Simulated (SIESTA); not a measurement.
Runs of SIESTA 5.4.2 on Pt. Symmetry: Fm-3m, No. 225, cubic system. Conventional cell: a = 3.922 Å, b = 3.922 Å, c = 3.922 Å, α = 90.00°, β = 90.00°, γ = 90.00°. Pt (site symmetry m-3m) is surrounded by 12 Pt at 2.77 Å. 

```csv
potentials or basis,gap on the mesh (eV),pressure (GPa)
"PseudoDojo 0.4 standard (PBE files), TZP (energy shift 0.003 Ry; two zetas on semicore shells)",none,14.1
"PseudoDojo 0.4 standard (PBE files), DZDP (energy shift 0.003 Ry; two zetas on semicore shells)",none,(a)
"PseudoDojo 0.4 standard (PBE files), SZP (energy shift 0.003 Ry)",none,17.9
"PseudoDojo 0.4 standard (PBE files), DZ (energy shift 0.003 Ry; two zetas on semicore shells)",none,8.8
"PseudoDojo 0.4 standard (PBE files), SZ (energy shift 0.003 Ry)",none,34.9
"PseudoDojo 0.4 standard (PBE files), DZP (energy shift 0.003 Ry; two zetas on semicore shells)",none,(b)
"PseudoDojo 0.4 standard (PBE files), TZDP (energy shift 0.003 Ry; two zetas on semicore shells)",none,14.4
```

Alike in all rows: task band structure; level PBE; no spin polarisation; cell as given; k mesh 12 × 12 × 12; smearing fermi-dirac 0.05 eV; grid cutoff 800 Ry; energy shift 0.003 Ry.

Problem. Fill in the values left out.

Solution. (a) 13.8; (b) 12.8.

Caveats: short orbitals over semicore shells can move pressures by several GPa; spin-orbit coupling is left out, which moves the levels of the heavy elements; the basis of atomic orbitals isn't converged, which shifts pressures, moduli and gaps; the basis has no polarisation orbitals (some runs); a pressure of tens of GPa on the cell as given is suspect, and the run, the potentials or the cell itself is likely at fault (some runs).

A k mesh can miss the band edges, and the runs leave out spin-orbit coupling on Pt.

A gap of «none» marks a metal or a gap under the smearing width.
